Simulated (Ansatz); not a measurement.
Two isomers of C5H6: A = `C#C/C=C/C`, B = `C1=CCC=C1`.

Computed with Ansatz on PBE0-D4/def2-TZVP structures; ΔE is electronic, products minus reactants. CCSD(T)/CBS adds triple-zeta CCSD(T) − MP2 to the extrapolated MP2 energy (def2 sets, frozen cores). DFT in def2-TZVPP. B3LYP here is the variant with VWN-RPA as its local correlation; programs differ in this.

A:

```xyz
11

C     2.620   -1.247    0.905
C     1.682   -0.733    0.352
C     0.599   -0.127   -0.332
C    -0.580    0.150    0.230
C    -1.719    0.785   -0.480
H     3.443   -1.701    1.402
H     0.765    0.118   -1.379
H    -0.725   -0.103    1.277
H    -1.476    0.999   -1.522
H    -2.009    1.722    0.007
H    -2.602    0.138   -0.458
```

B:

```xyz
11

C    -1.1369    0.6185   -0.1292
C    -0.1243    0.6110   -1.0099
C     0.9887   -0.2216   -0.4663
C     0.4621   -0.6871    0.8504
C    -0.7717   -0.1904    1.0295
H    -2.0800    1.1368   -0.2454
H    -0.0925    1.1170   -1.9649
H     1.9170    0.3545   -0.3569
H     1.2346   -1.0614   -1.1298
H     1.0098   -1.3230    1.5321
H    -1.4068   -0.3543    1.8907
```

Question: Which isomer does CCSD(T)/CBS put lower? Give the gap. (Best estimate.)

Answer: Computed: B, by 30.1 kcal/mol.

Question: Give E(B) − E(A) in kcal/mol with ωB97M-V, LDA (SPW92), CCSD(T)/def2-SVP, B3LYP, BLYP-D4, PBE0-D4, r2SCAN-D4. (Best estimate.)

Answer: Ansatz gave: ωB97M-V -31.4, LDA (SPW92) -38.9, CCSD(T)/def2-SVP -30.3, B3LYP -26.4, BLYP-D4 -25.4, PBE0-D4 -34.6, r2SCAN-D4 -31.6. None reverses the order clearly.

Question: Does the order hold for the free energy at 298.15 K (harmonic terms from PBE0-D4)? (Best estimate.)

Answer: Ansatz gave: Yes: G(B) − G(A) = -26.5 kcal/mol.

Largest T1 diagnostic: 0.012.

From BLYP to BHLYP (50 % exact exchange), in def2-TZVPP and without D4, E(B) − E(A) moves by −5.8 kcal/mol. The D4 term adds −1.5 kcal/mol with B3LYP and −0.7 kcal/mol with PBE0; it sums over pairs of atoms, weighted by their polarisabilities, and B3LYP, whose exchange is more repulsive, gets the larger term.
